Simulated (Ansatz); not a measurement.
BN built on the zincblende prototype, relaxed with r2SCAN in Ansatz: the symmetry is F-43m (No. 216, cubic); a = 3.610 Å in the conventional setting, 5.88 Å³ an atom. B is surrounded by 4 N at 1.56 Å; N is surrounded by 4 B at 1.56 Å. It was then strained (isotropic on every length). Unstrained, HSE06 gives 5.794 eV (Γ → X, 8×8×8 mesh), and the band edges keep their places in every row. Stress is positive in compression. No spin polarisation and no zero-point or thermal motion.

```csv
strain (%),ln(V/V₀),"ΔE_g, HSE06 (eV)","Δpressure, r2SCAN (GPa)",Δ(G0W0@PBE gap on 6×6×6)
-4.0,-0.1225,+0.155,+59.89,+0.186
-3.0,-0.0914,+0.116,+42.26,+0.144
-2.0,-0.0606,+0.076,+26.52,+0.092
-1.0,-0.0302,+0.038,+12.49,+0.044
+1.0,+0.0299,-0.041,-11.08,-0.053
+2.0,+0.0594,-0.083,-20.89,-0.107
+4.0,+0.1177,-0.170,-37.14,-0.216
```

**Fit ΔE_g = a x + b x² to these rows by least squares, with x = ln(V/V₀).** The normal equations take Σx² = 4.622e-02, Σx³ = -9.851e-04, Σx⁴ = 5.145e-04, ΣxΔE = -6.151e-02 and Σx²ΔE = 9.242e-04, and give a = -1.35 eV, b = -0.8 eV; the largest residual is 0.003 eV. a is the volume deformation potential of this gap.

**Fit the change of pressure in the same way.** Δpressure = -398.5 x + (719) x² GPa. So B₀ = 398.5 GPa and B′ ≈ 2 × 719/398.5 = 3.6; two terms over so wide a range bias B₀ by a few per cent and B′ by more; the gap's pressure coefficient at zero is −a/B₀ = +3 meV/GPa, with HSE06's a and r2SCAN's B₀.

**Predict the withheld row at +3.0 % (x = +0.0887).** ΔE_g ≈ -1.35 × (+0.0887) + (-0.8) × (+0.0887)² = -0.126 eV, and Δpressure ≈ -29.69 GPa. The runs give -0.127 eV and -29.54 GPa, off by -0.001 eV and +0.15 GPa.

**Fit the last column too (unstrained value 6.011 eV), and predict it for the withheld row.** Δ = -1.68 x + (-1.4) x² eV, which gives -0.160 eV at x = +0.0887; the run gives -0.160 eV. Its slope is 1.25 of HSE06's. G0W0 here is at a finite number of bands, screening cutoff and k mesh, not at the basis limit.

The meshes of the hybrids are coarse, so their gaps aren't converged to the digits shown.
